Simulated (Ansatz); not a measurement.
# Sb (P2_1/m) in Ansatz: further runs

One crystal, Sb, is run at these levels: r2SCAN; tasks: single point, equation of state.

All numbers are computed with Ansatz 0.2.0; they aren't measurements. Logs are shortened: lines on timing, memory, paths and dates and some standing lists are left out, and cuts for length are marked.

## Step 1: The crystal as given

It takes space group P2_1/m (No. 11, monoclinic). Conventional cell: a = 4.528 Å, b = 4.421 Å, c = 6.500 Å, α = 90.00°, β = 101.72°, γ = 90.00°. Sb (site symmetry m) is surrounded by 3 Sb at 2.92 to 2.98 Å. Sb (site symmetry m) has 3 Sb at 2.92 to 2.98 Å as nearest neighbours.

This isn't the form of Sb at room conditions, which is rhombohedral.

## Step 2: Single point, r2SCAN, 29.94 Å³/atom (volume scaled by 0.94)

Input file input.yaml:

```yaml
crystal:
  lattice:
    - [4.4352720244, 0.0, 0.0]
    - [0.0, 4.3308481452, 0.0]
    - [-1.2935620687, 0.0, 6.2344268918]
  atoms:
    - { symbol: Sb, position: [0.33993, 0.25, 0.68367] }
    - { symbol: Sb, position: [0.936638, 0.75, 0.762758] }
    - { symbol: Sb, position: [0.063362, 0.25, 0.237242] }
    - { symbol: Sb, position: [0.66007, 0.75, 0.31633] }
hamiltonian:
  xc: r2scan
  pseudopotentials: { kind: paw }
kpoints:
  mp_grid: { grid: [6, 6, 4] }
scf:
  occupations: { method: fermi_dirac, width: 0.05 }
output:
  forces: true
  stress: true
  eigenvalues: true
```

Potentials or basis: Ansatz PAW.

Command:

```bash
ansatz run input.yaml --threads 2 --pin off --max-ram 5632MiB --backend cpu --events-out ev --progress --plain --runs-dir out
```

Output:

```text
Warning: RAYON_NUM_THREADS=2 ignored (pool sized by the plan → 2); use --threads N
Engine: ansatz 0.2.0, x86_64-unknown-linux-gnu
Pseudopotentials: kind: paw
Pseudopotential: Sb, paw, valence charge 15, recommended cutoff 500 eV (meta_gga), Sb.paw.azcp
Functional definition: r2SCAN
  parameter k0 = 0.174
  parameter k1 = 0.065
  parameter a1 = 4.9479
  exchange = r2scan_x(k0 = k0, k1 = k1, a1 = a1)
  correlation = r2scan_c
Crystal: 4 atoms, lattice volume = 119.754 Å³
Basis set: ecut = 500 eV, 3005 PW (Γ), exchange–correlation on 144×128×192 points (64 copies of the dense FFT grid, shifted against one another)
Bands: 36, of which v1, the nominal top of the filled ones, is band 30 counted from 1 (29 counted from 0)
Symmetry: 4 space group operations
Space group: P21/m (ITA 11), of the structure as read, at distance tolerance 4.9e-5 Å
k-points: 56 of 144
Non-local potential: Sb, projectors of the file, l = 0: 2, l = 1: 2, l = 2: 2, l = 3: 2
PAW form: soft (Blöchl's): semilocal exchange-correlation on the pseudo side does not see the compensation charge
PAW frozen core: Sb, regenerated for the run's functional (the file was generated under x = pbe(κ = 0.804, μ = 0.2195149727645171), c = pbe(β = 0.06672455060314922))
PAW one-centre angular grid: Sb, 590 points (default); XC on 160 Gauss nodes
Initial density: superposition of atomic densities (neutral atoms: chi_scale 0, normalization atom), corrected by the library's trained network
Initial wavefunctions: pseudopotential atomic-orbital guess
Functional: x = r2scan, c = r2scan; τ floored in thin density (d = 2e-4 eV/Å³)
SCF iter   1: F=—  HF=-25995.908197 eV  |F-HF|=—  |Δ(HF+E_count)|=         —  Δρ=5.72e-3  dr2=2.40e-2  dr2_τ=4.65e-3  ethr=1.77e-3  ⟨swp⟩=8.1  Hψ=8992  notcnv=0
preconditioner: auto → Resta (q_TF=auto, 2.431 Å⁻¹)  ε∞=4.4  [insulator: Δε(μ)=0.171 eV  Ē_g=8.264 eV  σ=0.050 eV  W_gap=0.69  n_scr=30 (ndim 8)  ℏωp=15.2 eV  f_vac=0.000  D(μ)=0.43/eV (n_scr^D=0)  ε∞_Penn≈4.4]
SCF iter   2: F=—  HF=-25995.941801 eV  |F-HF|=—  |Δ(HF+E_count)|=   3.36e-2  Δρ=3.20e-3  dr2=7.83e-3  dr2_τ=1.08e-4  ethr=4.00e-5  ⟨swp⟩=2.0  Hψ=3320  notcnv=0  defer=40
SCF iter   3: F=—  HF=-25995.944892 eV  |F-HF|=—  |Δ(HF+E_count)|=   3.09e-3  Δρ=6.61e-4  dr2=4.65e-4  dr2_τ=2.06e-5  ethr=1.30e-5  ⟨swp⟩=2.0  Hψ=2480  notcnv=0  defer=40
SCF iter   4: F=—  HF=-25995.944985 eV  |F-HF|=—  |Δ(HF+E_count)|=   9.35e-5  Δρ=1.34e-4  dr2=2.26e-5  dr2_τ=4.07e-7  ethr=7.75e-7  ⟨swp⟩=2.4  Hψ=3139  notcnv=0  defer=40
SCF iter   5: F=—  HF=-25995.945003 eV  |F-HF|=—  |Δ(HF+E_count)|=   1.80e-5  Δρ=3.87e-5  dr2=2.16e-6  dr2_τ=4.67e-8  ethr=3.77e-8  ⟨swp⟩=2.0  Hψ=2537  notcnv=0  defer=40
SCF iter   6: F=—  HF=-25995.945004 eV  |F-HF|=—  |Δ(HF+E_count)|=   1.25e-6  Δρ=1.00e-5  dr2=1.79e-7  dr2_τ=1.02e-8  ethr=3.61e-9  ⟨swp⟩=3.0  Hψ=3849  notcnv=0  defer=40
SCF iter   7: F=-25995.945004 eV  HF=-25995.945004 eV  |F-HF|=7.44e-9  |Δ(HF+E_count)|=   1.90e-8  Δρ=3.14e-6  dr2=1.05e-8  dr2_τ=2.94e-10  ethr=1.67e-10  ⟨swp⟩=8.3  Hψ=7902  notcnv=0
SCF 1 converged in 7 iterations: F = -25995.945004 eV  dr2 = 1.05e-8
SCF converged after 7 iterations
Free energy (F): -25995.945004 eV
Harris-Foulkes:  -25995.945004 eV  (|F-HF|=7.44e-9)
Internal energy: -25995.940788 eV  (E = F + TS)
E sigma→0 (E₀):  -25995.942896 eV
Entropy (-TS):   -0.004216 eV (-1.054 meV/atom)
Fermi energy:    10.028812 eV
--- Per-component energies (eV) ---
  E_band       = -711.529045
  E_kinetic    = 826.164252
  E_local      = -6447.437984  (includes V_loc(G=0)·N_el)
  E_nonlocal   = 1451.947708
  E_hartree    = 2933.737090
  E_xc         = -509.406317
  E_vxc        = -410.997449  (∫ρ·V_xc dr)
  E_paw        = -18407.334773  (= ΣΔE_a)
  E_vpaw       = -2026.341153  (= ΣTr[D̂ρ^β])
  E_aug_tail   = -0.000003  (compensation charges beyond the density's cutoff)
  E_vtau       = 27.664463  (kinetic-family band-sum trace: ∫τ·v_τ [+ j·A + Jᵃ·Aᵃ] dr)
  E_ewald      = -5845.634908
  E_core_change = 2.024148  (= ΣΔE_core)
  E_smearing   = -0.004216  (= −TS)
  E_closure    = -0.000000  (closes the sum)
  Σ components = -25995.945004   (vs F -25995.945004, Δ=0.00e0)
--- Forces (eV/Å), atoms counted from 1 ---
  atom   1  Sb     0.03811857     0.00000000     0.26643094
  atom   2  Sb     0.05163968     0.00000000     0.11595238
  atom   3  Sb    -0.05163968     0.00000000    -0.11595238
  atom   4  Sb    -0.03811857     0.00000000    -0.26643094
  max |Σ_I F_I| component: 0.00e0 eV/Å
--- Stress (GPa, compression-positive) ---
        2.768378       0.000000       0.207912
        0.000000       2.600171       0.000000
        0.207912       0.000000       3.131593
  P = ⅓ Tr σ = 2.8334 GPa (28.334 kbar)
--- Band table (eV; the first three rows and the last of 56) ---
  k-point 0: bands = ["-20.1699", "-20.1619", "-20.1616", "-20.1115", "-20.1003", "-20.0860", "-20.0806", "-20.0478", "-20.0428", "-20.0335", "-19.9520", "-19.9277", "-19.9223", "-19.9196", "-19.9123", "-19.8870", "-19.8870", "-19.8488", "-19.8368", "-19.8362", "-3.3325", "-0.5283", "2.4388", "3.2410", "5.4751", "6.0003", "6.7987", "7.4863", "8.2983", "9.7811", "12.0986", "12.9598", "13.1731", "13.3241", "13.3249", "13.8427"]
  k-point 1: bands = ["-20.1710", "-20.1627", "-20.1604", "-20.1091", "-20.0989", "-20.0826", "-20.0801", "-20.0527", "-20.0492", "-20.0311", "-19.9522", "-19.9284", "-19.9214", "-19.9182", "-19.9124", "-19.8869", "-19.8866", "-19.8488", "-19.8367", "-19.8360", "-3.1755", "-1.0356", "2.3984", "3.9498", "5.8568", "6.1747", "6.4669", "7.7902", "7.9177", "9.5285", "11.4429", "11.8857", "12.6628", "13.2988", "14.0687", "14.3084"]
  k-point 2: bands = ["-20.1720", "-20.1635", "-20.1594", "-20.1073", "-20.0953", "-20.0864", "-20.0684", "-20.0614", "-20.0564", "-20.0298", "-19.9523", "-19.9292", "-19.9205", "-19.9167", "-19.9126", "-19.8868", "-19.8862", "-19.8487", "-19.8366", "-19.8358", "-2.9539", "-1.5311", "2.3936", "4.4368", "6.2246", "6.4390", "7.1288", "7.4731", "7.9343", "8.1638", "10.7026", "11.9478", "12.3161", "13.2532", "14.1931", "14.7796"]
  k-point 55: bands = ["-20.1594", "-20.1594", "-20.1061", "-20.1061", "-20.0795", "-20.0795", "-20.0629", "-20.0629", "-20.0329", "-20.0329", "-19.9364", "-19.9364", "-19.9285", "-19.9285", "-19.9135", "-19.9135", "-19.8916", "-19.8916", "-19.8470", "-19.8470", "-0.4607", "-0.4607", "1.3523", "1.3523", "4.1694", "4.1694", "5.6160", "5.6160", "8.4548", "8.4548", "12.1600", "12.1600", "13.8313", "13.8313", "15.1483", "15.1483"]
```

Wall time 7.9 s (2 threads of Intel Xeon 6975P-C (Granite Rapids), shared host); peak memory 0.77 GiB.

What came out:

```yaml
Free_energy: -25995.9450 eV
Pressure: 2.8 GPa
Largest_force: 0.269 eV/Å
Band_gap_on_the_k_mesh: none (metal or under the smearing width)
```

Caveat: the PAW data sets come from PBE, with cores solved anew for the run's functional, which leaves a small shift of forces and pressure.

## Step 3: Single point, r2SCAN, 30.58 Å³/atom (volume scaled by 0.96)

Edit input.yaml of step 2 so:

```diff
@@ -2,5 +2,5 @@
   lattice:
-    - [4.4352720244, 0.0, 0.0]
-    - [0.0, 4.3308481452, 0.0]
-    - [-1.2935620687, 0.0, 6.2344268918]
+    - [4.4665073636, 0.0, 0.0]
+    - [0.0, 4.3613480807, 0.0]
+    - [-1.3026719609, 0.0, 6.2783327531]
   atoms:
@@ -21 +21,5 @@
   eigenvalues: true
+  write_density: true
+  write_potential: true
+  elf: true
+  volumetric_format: npy
```

Potentials or basis: Ansatz PAW.

Command:

```bash
ansatz run input.yaml --threads 2 --pin off --max-ram 5632MiB --backend cpu --events-out ev --progress --plain --runs-dir out
```

Wall time 10 s (2 threads of Intel Xeon 6975P-C (Granite Rapids), shared host); peak memory 0.77 GiB.

Results (log left out):

* Free energy: -25995.9795 eV
* Pressure: 1.5 GPa
* Largest force: 0.198 eV/Å
* Band gap on the k mesh: none (metal or under the smearing width)

Caveat: the PAW data sets come from PBE, with cores solved anew for the run's functional, which leaves a small shift of forces and pressure.

## Step 4: Single point, r2SCAN, 31.21 Å³/atom (volume scaled by 0.98)

Edit input.yaml of step 3 so:

```diff
@@ -2,5 +2,5 @@
   lattice:
-    - [4.4665073636, 0.0, 0.0]
-    - [0.0, 4.3613480807, 0.0]
-    - [-1.3026719609, 0.0, 6.2783327531]
+    - [4.4973118361, 0.0, 0.0]
+    - [0.0, 4.3914272939, 0.0]
+    - [-1.3116561893, 0.0, 6.321632968]
   atoms:
@@ -21,5 +21 @@
   eigenvalues: true
-  write_density: true
-  write_potential: true
-  elf: true
-  volumetric_format: npy
```

Command:

```bash
ansatz run input.yaml --threads 2 --pin off --max-ram 5632MiB --backend cpu --events-out ev --progress --plain --runs-dir out
```

Run time: 9.6 s. Hardware: 2 threads of Intel Xeon 6975P-C (Granite Rapids), shared host; peak memory 0.8 GiB.

Results (log left out):

| Property | Result |
| --- | --- |
| Free energy | -25995.9942 eV |
| Pressure | 0.4 GPa |
| Largest force | 0.225 eV/Å |
| Band gap on the k mesh | none (metal or under the smearing width) |

Caveat: the PAW data sets come from PBE, with cores solved anew for the run's functional, which leaves a small shift of forces and pressure.

## Step 5: Single point, r2SCAN, 31.85 Å³/atom

Edit input.yaml of step 4 so:

```diff
@@ -2,5 +2,5 @@
   lattice:
-    - [4.4973118361, 0.0, 0.0]
-    - [0.0, 4.3914272939, 0.0]
-    - [-1.3116561893, 0.0, 6.321632968]
+    - [4.5277, 0.0, 0.0]
+    - [0.0, 4.4211, 0.0]
+    - [-1.320519, 0.0, 6.364348]
   atoms:
```

Command:

```bash
ansatz run input.yaml --threads 2 --pin off --max-ram 5632MiB --backend cpu --events-out ev --progress --plain --runs-dir out
```

Run time: 8.7 s. Hardware: 2 threads of Intel Xeon 6975P-C (Granite Rapids), shared host; peak memory 0.8 GiB.

The run converged. Its results:

- Free energy: -25995.9914 eV
- Pressure: -0.7 GPa
- Largest force: 0.344 eV/Å
- Band gap on the k mesh: none (metal or under the smearing width)

Caveat: the PAW data sets come from PBE, with cores solved anew for the run's functional, which leaves a small shift of forces and pressure.

## Step 6: Single point, r2SCAN, 32.49 Å³/atom (volume scaled by 1.02)

Edit input.yaml of step 5 so:

```diff
@@ -2,5 +2,5 @@
   lattice:
-    - [4.5277, 0.0, 0.0]
-    - [0.0, 4.4211, 0.0]
-    - [-1.320519, 0.0, 6.364348]
+    - [4.5576856421, 0.0, 0.0]
+    - [0.0, 4.4503796612, 0.0]
+    - [-1.3292644138, 0.0, 6.4064972283]
   atoms:
```

Potentials or basis: Ansatz PAW.

Command:

```bash
ansatz run input.yaml --threads 2 --pin off --max-ram 5632MiB --backend cpu --events-out ev --progress --plain --runs-dir out
```

Wall time 8.8 s (2 threads of Intel Xeon 6975P-C (Granite Rapids), shared host); peak memory 0.81 GiB.

The run converged. Its results:

- Free energy: -25995.9728 eV
- Pressure: -1.6 GPa
- Largest force: 0.458 eV/Å
- Band gap on the k mesh: none (metal or under the smearing width)

Caveat: the PAW data sets come from PBE, with cores solved anew for the run's functional, which leaves a small shift of forces and pressure.

## Step 7: Single point, r2SCAN, 33.12 Å³/atom (volume scaled by 1.04)

Edit input.yaml of step 6 so:

```diff
@@ -2,5 +2,5 @@
   lattice:
-    - [4.5576856421, 0.0, 0.0]
-    - [0.0, 4.4503796612, 0.0]
-    - [-1.3292644138, 0.0, 6.4064972283]
+    - [4.5872818327, 0.0, 0.0]
+    - [0.0, 4.4792790402, 0.0]
+    - [-1.3378962428, 0.0, 6.4480990254]
   atoms:
@@ -21 +21,5 @@
   eigenvalues: true
+  write_density: true
+  write_potential: true
+  elf: true
+  volumetric_format: npy
```

Command:

```bash
ansatz run input.yaml --threads 2 --pin off --max-ram 5632MiB --backend cpu --events-out ev --progress --plain --runs-dir out
```

Wall time 11 s (2 threads of Intel Xeon 6975P-C (Granite Rapids), shared host); peak memory 0.82 GiB.

Results (log left out):

| Quantity | Value |
| --- | --- |
| Free energy | -25995.9403 eV |
| Pressure | -2.5 GPa |
| Largest force | 0.565 eV/Å |
| Band gap on the k mesh | none (metal or under the smearing width) |

Caveat: the PAW data sets come from PBE, with cores solved anew for the run's functional, which leaves a small shift of forces and pressure.

## Step 8: Single point, r2SCAN, 33.76 Å³/atom (volume scaled by 1.06)

Edit input.yaml of step 7 so:

```diff
@@ -2,5 +2,5 @@
   lattice:
-    - [4.5872818327, 0.0, 0.0]
-    - [0.0, 4.4792790402, 0.0]
-    - [-1.3378962428, 0.0, 6.4480990254]
+    - [4.6165009761, 0.0, 0.0]
+    - [0.0, 4.5078102492, 0.0]
+    - [-1.3464181047, 0.0, 6.4891708272]
   atoms:
@@ -21,5 +21 @@
   eigenvalues: true
-  write_density: true
-  write_potential: true
-  elf: true
-  volumetric_format: npy
```

Command:

```bash
ansatz run input.yaml --threads 2 --pin off --max-ram 5632MiB --backend cpu --events-out ev --progress --plain --runs-dir out
```

Run time: 8.7 s. Hardware: 2 threads of Intel Xeon 6975P-C (Granite Rapids), shared host; peak memory 0.81 GiB.

The run converged. Its results:

| Quantity | Value |
| --- | --- |
| Free energy | -25995.8952 eV |
| Pressure | -3.2 GPa |
| Largest force | 0.666 eV/Å |
| Band gap on the k mesh | none (metal or under the smearing width) |

Caveat: the PAW data sets come from PBE, with cores solved anew for the run's functional, which leaves a small shift of forces and pressure.

## Step 9: Equation of state, r2SCAN

Potentials or basis: Ansatz PAW.

No new run: the results of the series are fitted here.

What came out:

| Property | Result |
| --- | --- |
| Equilibrium volume | 31.42 Å³/atom |
| Bulk modulus at fixed shape and positions | 53 GPa |
| Pressure derivative of the bulk modulus | 4.6 |

Energy against volume, from the lowest point:
| volume (Å³/atom) | energy (meV/atom) |
| --- | --- |
| 29.938 | 12.30 |
| 30.575 | 3.69 |
| 31.212 | 0.00 |
| 31.849 | 0.71 |
| 32.486 | 5.34 |
| 33.123 | 13.49 |
| 33.760 | 24.77 |

Caveat: the cell was scaled at fixed shape and fractional positions, which overstates the stiffness of a crystal with free parameters, most of all of layers and chains; the PAW data sets were made with another functional, which shifts forces and pressure a little.
